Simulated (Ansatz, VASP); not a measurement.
# SiC: VASP beside Ansatz

```
Si C
1.0
     0.00000    2.17839    2.17839
     2.17839    0.00000    2.17839
     2.17839    2.17839    0.00000
Si C
1 1
Direct
  0.00000 0.00000 0.00000
  0.75000 0.75000 0.75000
```

Alike in both runs: task single point; functional PBEsol; k mesh 10 × 10 × 10; occupations gaussian, width 0.05 eV; no spin polarisation.

```csv
,VASP,Ansatz
version,VASP 6.6.1,Ansatz 0.2.0
potentials or method,"VASP PAW PBE potentials, release 64 (Si, C)","scalar-relativistic, plane waves, PAW"
plane-wave cutoff (eV),520,520
valence electrons in the cell,8,8
```

```csv
,VASP,Ansatz,Ansatz less VASP
gap on the k mesh at the Fermi level (eV),1.23,1.24,+0.010
least direct gap on the mesh (eV),4.44,4.46,+0.014
pressure (GPa),0.4,0.0,-0.35
```

With one functional, cell and mesh, what is left measures potentials, basis and numerics. Ansatz warned: «pseudo_functional_mismatch».

Caveats: the PAW data sets were made with another functional, which shifts forces and pressure a little (VASP). A hybrid or GW would open this gap; PBEsol tends to underestimate it. A k mesh can miss the band edges.
